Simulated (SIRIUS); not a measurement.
# Co (P-1) in SIRIUS: single point with PBE

Aim: the single point of Co with PBE.

Everything below comes from runs of SIRIUS 7.12.0. Logs are shortened: lines on timing, memory, paths and dates and some standing lists are left out, and cuts for length are marked. The log counts tension as positive stress, the text compression.

## (1) The cell of the first run

The typed cell holds 2 atoms: a = 2.487 Å, b = 2.487 Å, c = 4.063 Å, α = 90.00°, β = 90.00°, γ = 120.00°.

## (2) Single point, PBE, collinear spin, ferromagnetic start (atoms moved at random)

Contents of sirius.json:

```json
{
  "control": {
    "processing_unit": "cpu",
    "std_evp_solver_name": "lapack",
    "gen_evp_solver_name": "lapack",
    "verbosity": 2,
    "print_forces": true,
    "ortho_rf": true,
    "use_second_variation": true,
    "rmt_max": 3.0,
    "num_bands_to_print": 24,
    "save_wf": true
  },
  "parameters": {
    "electronic_structure_method": "full_potential_lapwlo",
    "xc_functionals": ["XC_GGA_X_PBE", "XC_GGA_C_PBE"],
    "core_relativity": "dirac",
    "valence_relativity": "iora",
    "num_fv_states": 32,
    "smearing": "fermi_dirac",
    "smearing_width": 0.0018374661,
    "pw_cutoff": 21,
    "gk_cutoff": 4.04,
    "lmax_apw": 10,
    "lmax_rho": 8,
    "lmax_pot": 8,
    "num_mag_dims": 1,
    "auto_rmt": 0,
    "ngridk": [12, 12, 7],
    "shiftk": [0, 0, 0],
    "num_dft_iter": 80,
    "energy_tol": 1e-07,
    "density_tol": 1e-05,
    "use_symmetry": true
  },
  "settings": {"tol_ne": 1e-10},
  "iterative_solver": {"type": "exact"},
  "mixer": {"type": "anderson", "beta": 0.4, "max_history": 8},
  "unit_cell": {
    "lattice_vectors": [[4.7004383835, 0.0, 0.0], [-2.3502191917, 4.070699049, 0.0], [0.0, 0.0, 7.6785043265]],
    "atom_types": ["Co"],
    "atom_files": {"Co": "Co.json"},
    "atoms": {"Co": [[0.331367, 0.649747, 0.737133, 0.0, 0.0, 2.0], [0.670297, 0.320517, 0.263699, 0.0, 0.0, 2.0]]}
  }
}
```

Contents of Co.json:

```json
{
  "name": "cobalt",
  "symbol": "Co",
  "number": 27,
  "mass": 58.933195,
  "rmin": 1e-06,
  "rmt": 2.18,
  "nrmt": 800,
  "rinf": 15.25,
  "core": "1s2s2p",
  "valence": [
    {"basis": [{"enu": 0.12, "dme": 0, "n": 0, "auto": 0}, {"enu": 0.12, "dme": 1, "n": 0, "auto": 0}]},
    {"l": 0, "n": 1, "basis": [{"enu": 0.22, "dme": 0, "n": 0, "auto": 0}]},
    {"l": 1, "n": 2, "basis": [{"enu": 0.22, "dme": 0, "n": 0, "auto": 0}]},
    {"l": 2, "n": 3, "basis": [{"enu": 0.2182, "dme": 0, "n": 0, "auto": 0}]},
    {"l": 3, "n": 4, "basis": [{"enu": 0.22, "dme": 0, "n": 0, "auto": 0}]}
  ],
  "lo": [
    {"l": 0, "basis": [{"enu": 0.22, "dme": 0, "n": 0, "auto": 0}, {"enu": 0.22, "dme": 1, "n": 0, "auto": 0}]},
    {
      "l": 0,
      "basis": [{"enu": -3.3075, "dme": 0, "n": 3, "auto": 1}, {"enu": -3.3075, "dme": 1, "n": 3, "auto": 1}]
    },
    {
      "l": 0,
      "basis": [{"enu": -3.3075, "dme": 1, "n": 3, "auto": 1}, {"enu": 0.22, "dme": 0, "n": 0, "auto": 0}]
    },
    {"l": 0, "basis": [{"enu": 0.22, "dme": 0, "n": 0, "auto": 0}, {"enu": 3.5867, "dme": 0, "n": 0, "auto": 0}]},
    {"l": 1, "basis": [{"enu": 0.22, "dme": 0, "n": 0, "auto": 0}, {"enu": 0.22, "dme": 1, "n": 0, "auto": 0}]},
    {
      "l": 1,
      "basis": [{"enu": -1.9771, "dme": 0, "n": 3, "auto": 1}, {"enu": -1.9771, "dme": 1, "n": 3, "auto": 1}]
    },
    {
      "l": 1,
      "basis": [{"enu": -1.9771, "dme": 1, "n": 3, "auto": 1}, {"enu": 0.22, "dme": 0, "n": 0, "auto": 0}]
    },
    {"l": 1, "basis": [{"enu": 0.22, "dme": 0, "n": 0, "auto": 0}, {"enu": 4.0917, "dme": 0, "n": 0, "auto": 0}]},
    {
      "l": 2,
      "basis": [{"enu": 0.2182, "dme": 0, "n": 0, "auto": 0}, {"enu": 0.2182, "dme": 1, "n": 0, "auto": 0}]
    },
    {
      "l": 2,
      "basis": [{"enu": 0.2182, "dme": 1, "n": 0, "auto": 0}, {"enu": 0.2182, "dme": 2, "n": 0, "auto": 0}]
    },
    {
      "l": 2,
      "basis": [{"enu": 0.2182, "dme": 0, "n": 0, "auto": 0}, {"enu": 3.5007, "dme": 0, "n": 0, "auto": 0}]
    },
    {"l": 3, "basis": [{"enu": 0.22, "dme": 0, "n": 0, "auto": 0}, {"enu": 0.22, "dme": 1, "n": 0, "auto": 0}]},
    {"l": 3, "basis": [{"enu": 0.22, "dme": 0, "n": 0, "auto": 0}, {"enu": 3.8813, "dme": 0, "n": 0, "auto": 0}]}
  ],
  "free_atom": [... radial grid and density of the free atom, the start of the SCF ...]
}
```

Contents of sirius_start.json:

```json
{
  "control": {
    "processing_unit": "cpu",
    "std_evp_solver_name": "lapack",
    "gen_evp_solver_name": "lapack",
    "verbosity": 1,
    "print_forces": false,
    "ortho_rf": true,
    "use_second_variation": true,
    "rmt_max": 3.0,
    "num_bands_to_print": 24,
    "save_wf": false
  },
  "parameters": {
    "electronic_structure_method": "full_potential_lapwlo",
    "xc_functionals": ["XC_LDA_X", "XC_LDA_C_PW"],
    "core_relativity": "dirac",
    "valence_relativity": "iora",
    "num_fv_states": 32,
    "smearing": "fermi_dirac",
    "smearing_width": 0.0055123983,
    "pw_cutoff": 21,
    "gk_cutoff": 3.23,
    "lmax_apw": 10,
    "lmax_rho": 8,
    "lmax_pot": 8,
    "num_mag_dims": 1,
    "auto_rmt": 0,
    "ngridk": [5, 5, 3],
    "shiftk": [0, 0, 0],
    "num_dft_iter": 30,
    "energy_tol": 0.01,
    "density_tol": 0.05,
    "use_symmetry": true
  },
  "settings": {"tol_ne": 1e-10},
  "iterative_solver": {"type": "exact"},
  "mixer": {"type": "anderson", "beta": 0.4, "max_history": 8},
  "unit_cell": {
    "lattice_vectors": [[4.7004383835, 0.0, 0.0], [-2.3502191917, 4.070699049, 0.0], [0.0, 0.0, 7.6785043265]],
    "atom_types": ["Co"],
    "atom_files": {"Co": "Co.json"},
    "atoms": {"Co": [[0.331367, 0.649747, 0.737133, 0.0, 0.0, 2.0], [0.670297, 0.320517, 0.263699, 0.0, 0.0, 2.0]]}
  }
}
```

Potentials or basis: all-electron FP-LAPW, apw+lo standard.

The run is started by

```bash
$ OMP_NUM_THREADS=1 sirius.scf --input=sirius_start.json --output=start.json
$ OMP_NUM_THREADS=1 sirius.scf --input=sirius.json --output=output.json --task=1
```

What it wrote:

```text
[info] SIRIUS version : 7.12.0
[info] number of MPI ranks           : 1
[info] MPI grid                      : 1 1
[info] maximum number of OMP threads : 1
[fft] FFT context for density and potential
[fft] =====================================
[fft]   plane wave cutoff                     : 21
[fft]   grid size                             : 36 36 54   total : 69984
[fft]   grid limits                           : -17 18   -17 18   -26 27
[fft]   number of G-vectors within the cutoff : 23007
[fft]   number of G-shells                    : 1219
[fft] FFT context for coarse grid
[fft] =====================================
[fft]   plane wave cutoff                     : 8.08
[fft]   grid size                             : 15 15 24   total : 5400
[fft]   grid limits                           : -7 7   -7 7   -11 12
[fft]   number of G-vectors within the cutoff : 1303
[fft]   number of G-shells                    : 97
[unit cell] lattice vectors
[unit cell]   a1 :       4.7004383835      0.0000000000      0.0000000000
[unit cell]   a2 :      -2.3502191917      4.0706990490      0.0000000000
[unit cell]   a3 :       0.0000000000      0.0000000000      7.6785043265
[unit cell] reciprocal lattice vectors
[unit cell]   b1 :       1.3367232574      0.7717575325     -0.0000000000
[unit cell]   b2 :       0.0000000000      1.5435150650      0.0000000000
[unit cell]   b3 :       0.0000000000     -0.0000000000      0.8182824467
[unit cell] unit cell volume :       146.92103972 [a.u.^3]
[unit cell] 1/sqrt(omega)    :         0.08250077
[unit cell] MT volume        :        86.79367664 (59.08%)
[unit cell] IT volume        :        60.12736308 (40.92%)
[unit cell] number of atom types : 1
[unit cell] type id : 0 symbol : Co mt_radius :   2.180000 num_atoms : 2
[unit cell] total number of atoms : 2
[unit cell] number of symmetry classes : 1
[unit cell] atom id  type id  class id             position                      vector_field
[unit cell] ------------------------------------------------------------------------------------------
[unit cell]      0        0        0      0.33137   0.64975   0.73713      0.00000   0.00000   2.00000
[unit cell]      1        0        0      0.67030   0.32052   0.26370      0.00000   0.00000   2.00000
[unit cell] atom id         position (Cartesian, a.u.)
[unit cell] ---------------------------------------------
[unit cell]      0       0.030522    2.644924    5.660079
[unit cell]      1       2.397405    1.304728    2.024814
[unit cell] class id : 0 atom id : 0 1
[unit cell] minimum bond length:     4.522915
[sym] space group number   : 2
[sym] international symbol : P-1
[sym] Hall symbol          : -P 1
[sym] space group transformation matrix :
[sym]   1.0000 -1.0000  0.0000
[sym]   1.0000 -0.0000  0.0000
[sym]   0.0000  0.0000  1.0000
[sym] space group origin shift :
[sym]   0.9843  0.9992  0.9996
[... 756 lines left out ...]
[diagonalize] ik:  503   -3.196992   -3.196324   -1.851129   -1.849809   -1.845852   -1.844337   -1.844065   -1.843217    0.130184    0.154751    0.192756    0.206242    0.226943    0.239464    0.254269    0.266729    0.295093    0.299231    0.308542    0.347705    0.784726    0.813086    0.897851    0.957332
[diagonalize]            -3.127272   -3.126565   -1.783506   -1.782121   -1.777830   -1.776230   -1.775889   -1.775017    0.147027    0.177031    0.240214    0.253676    0.275453    0.288134    0.311808    0.328151    0.359034    0.360855    0.365597    0.398628    0.806093    0.832663    0.915190    0.974025
[diagonalize] ik:  504   -3.197405   -3.196571   -1.850382   -1.847992   -1.844943   -1.843872   -1.843478   -1.842805    0.105066    0.138999    0.195573    0.210604    0.223365    0.232534    0.250623    0.255419    0.285481    0.292709    0.298727    0.325345    0.838883    0.915342    0.945533    0.973844
[diagonalize]            -3.127711   -3.126828   -1.782637   -1.780138   -1.776906   -1.775703   -1.775315   -1.774603    0.114142    0.152122    0.244049    0.262246    0.275187    0.285659    0.307463    0.315078    0.349308    0.354310    0.360196    0.382681    0.857661    0.931519    0.961089    0.989923
[diagonalize] ik:  505   -3.197751   -3.196796   -1.850226   -1.846576   -1.843706   -1.843427   -1.842906   -1.842332    0.078969    0.116645    0.201902    0.218226    0.228122    0.235513    0.241430    0.244593    0.282346    0.288291    0.295832    0.309204    0.815729    0.948616    1.030168    1.053059
[diagonalize]            -3.128079   -3.127067   -1.782435   -1.778567   -1.775596   -1.775246   -1.774731   -1.774120    0.085809    0.127182    0.249771    0.271837    0.281197    0.289005    0.298428    0.302280    0.346305    0.350961    0.359292    0.370064    0.834952    0.965101    1.040502    1.063491
[generate_core_charge_density] atom class : 0
[generate_core_charge_density]   n,l,k : 1 0 1  energy :        -278.40816456
[generate_core_charge_density]   n,l,k : 2 0 1  energy :         -32.43063807
[generate_core_charge_density]   n,l,k : 2 1 1  energy :         -28.05487039
[generate_core_charge_density]   n,l,k : 2 1 2  energy :         -27.50990765
[find] total moment          : [  0.00000,   0.00000,   3.19469], magnitude : 3.194686
[find] Total energy                   :   -2786.95485301 (Ha),   -5573.90970602 (Ry)
[find] iteration : 1, RMS (target) : 1.6344e-01 (1.0000e-05) , energy difference (target) : 4.1603e-05 (1.0000e-07)
[find] total moment          : [  0.00000,   0.00000,   3.20738], magnitude : 3.207381
[find] Total energy                   :   -2786.95491964 (Ha),   -5573.90983927 (Ry)
[find] iteration : 2, RMS (target) : 5.3293e-02 (1.0000e-05) , energy difference (target) : -6.6627e-05 (1.0000e-07)
[find] total moment          : [  0.00000,   0.00000,   3.25220], magnitude : 3.252196
[find] Total energy                   :   -2786.95524821 (Ha),   -5573.91049642 (Ry)
[find] iteration : 3, RMS (target) : 1.6506e-02 (1.0000e-05) , energy difference (target) : -3.2857e-04 (1.0000e-07)
[find] total moment          : [  0.00000,   0.00000,   3.26111], magnitude : 3.261114
[find] Total energy                   :   -2786.95528105 (Ha),   -5573.91056211 (Ry)
[find] iteration : 4, RMS (target) : 3.8526e-03 (1.0000e-05) , energy difference (target) : -3.2844e-05 (1.0000e-07)
[find] total moment          : [  0.00000,   0.00000,   3.26277], magnitude : 3.262774
[... 27 lines left out ...]
[find] valence_eval_sum               :     -29.76305198
[find] core_eval_sum                  :   -1575.38457036
[find] kinetic energy                 :    2827.77643404
[find] enuc                           :   -3356.39332922
[find] <rho|V^{XC}>                   :    -154.93785930
[find] <rho|E^{XC}>                   :    -119.40808079
[find] <mag|B^{XC}>                   :      -0.12544246
[find] <rho|V^{H}>                    :   -4277.86075462
[find] smearing (-TS)                 :      -0.00053654
[find] SCF correction                 :       0.00006725
[find] Total energy                   :   -2786.95528603 (Ha),   -5573.91057206 (Ry)
[find] Free energy (E-TS)             :   -2786.95582257 (Ha),   -5573.91164515 (Ry)
[find] band gap (eV)                  :       0.00000000
[find] Efermi                         :       0.34018459
[find] iteration : 10, RMS (target) : 4.7293e-06 (1.0000e-05) , energy difference (target) : 1.0190e-08 (1.0000e-07)
[find] converged after 11 SCF iterations!
[find] Charges and magnetic moments
[find] --------------------------------------------------------------------------------
[find] atom      charge    core leakage                 moment                |moment|
[find] --------------------------------------------------------------------------------
[find]    0   25.751537    3.321846e-12  [  0.00000,   0.00000,   1.69186]    1.691864
[find]    1   25.751537    3.321846e-12  [  0.00000,   0.00000,   1.69186]    1.691864
[find] total core leakage    : 6.64369192e-12
[find] interstitial charge   : 2.496923
[find] interstitial moment   : [  0.00000,   0.00000,  -0.12047], magnitude : 0.120473
[find] total charge          : 53.999997
[find] total moment          : [  0.00000,   0.00000,   3.26325], magnitude : 3.263255
[find] Energy
[find] --------------------------------------------------------------------------------
[find] valence_eval_sum               :     -29.76305198
[find] core_eval_sum                  :   -1575.38457036
[find] kinetic energy                 :    2827.77643404
[find] enuc                           :   -3356.39332922
[find] <rho|V^{XC}>                   :    -154.93785930
[find] <rho|E^{XC}>                   :    -119.40808079
[find] <mag|B^{XC}>                   :      -0.12544246
[find] <rho|V^{H}>                    :   -4277.86075462
[find] smearing (-TS)                 :      -0.00053654
[find] SCF correction                 :       0.00006725
[find] Total energy                   :   -2786.95528603 (Ha),   -5573.91057206 (Ry)
[find] Free energy (E-TS)             :   -2786.95582257 (Ha),   -5573.91164515 (Ry)
[find] band gap (eV)                  :       0.00000000
[find] Efermi                         :       0.34018459
[ground_state]
[ground_state] ==== total Forces in Ha/bohr =====
[ground_state] atom:    0, force:       0.0004870      0.0004840      0.0145960
[ground_state] atom:    1, force:      -0.0004870     -0.0004840     -0.0145960
[ground_state] ==== contribution from density =====
[ground_state] atom:    0, force:      -0.0012973     -0.0012949      0.0021809
[ground_state] atom:    1, force:       0.0012973      0.0012949     -0.0021809
[ground_state] ==== contribution from Hartree potential =====
[ground_state] atom:    0, force:       0.0019241      0.0019078      0.0457707
[ground_state] atom:    1, force:      -0.0019241     -0.0019078     -0.0457707
[ground_state] ==== contribution from IBS =====
[ground_state] atom:    0, force:      -0.0001397     -0.0001289     -0.0333556
[ground_state] atom:    1, force:       0.0001397      0.0001289      0.0333556
```

Wall time 8.1 min (1 thread of Arm Neoverse V1, shared host); peak memory 1.8 GiB.

What came out:

* Free energy: -75836.9313 eV
* Largest force: 0.751 eV/Å
* Band gap on the k mesh: none (metal or under the smearing width)
* Net moment: 3.26 μB per cell
* Site moments: Co +1.69 μB
* All electrons inside the program's atomic spheres: Co 25.75 (radii Co 2.18 bohr)

Forces on the atoms (eV/Å):
```
Co   0.025  0.025  0.751
Co  -0.025 -0.025 -0.751
```

Levels at points of the mesh, in eV from the Fermi level:
Spin up:
| k point | band 15 | band 16 | band 17 | band 18 | band 19 | band 20 | band 21 | band 22 | band 23 | band 24 |
| --- | --- | --- | --- | --- | --- | --- | --- | --- | --- | --- |
| (0.00, 0.00, 0.00) | -2.35 | -1.93 | -1.90 | -0.86 | -0.81 | -0.26 | 6.03 | 21.81 | 24.47 | 24.51 |
| (0.50, 0.00, 0.00) | -2.23 | -0.71 | -0.70 | -0.50 | 1.29 | 3.22 | 9.29 | 10.47 | 12.31 | 13.80 |
| (0.00, 0.50, 0.00) | -2.22 | -0.70 | -0.69 | -0.50 | 1.23 | 3.29 | 9.20 | 10.36 | 12.39 | 13.89 |
| (0.50, 0.50, 0.00) | -2.22 | -0.70 | -0.69 | -0.50 | 1.24 | 3.27 | 9.22 | 10.39 | 12.37 | 13.86 |
Spin down:
```tsv
k point	band 11	band 12	band 13	band 14	band 15	band 16	band 17	band 18	band 19	band 20
(0.00, 0.00, 0.00)	-1.12	-1.00	-0.99	-0.71	-0.70	-0.22	-0.10	-0.06	1.04	1.07
(0.50, 0.00, 0.00)	-3.28	-1.86	-1.12	-1.11	-0.67	1.19	1.29	1.36	2.54	4.23
(0.00, 0.50, 0.00)	-3.31	-1.84	-1.14	-1.05	-0.65	1.19	1.29	1.35	2.49	4.29
(0.50, 0.50, 0.00)	-3.30	-1.85	-1.13	-1.06	-0.65	1.19	1.29	1.35	2.50	4.28
```
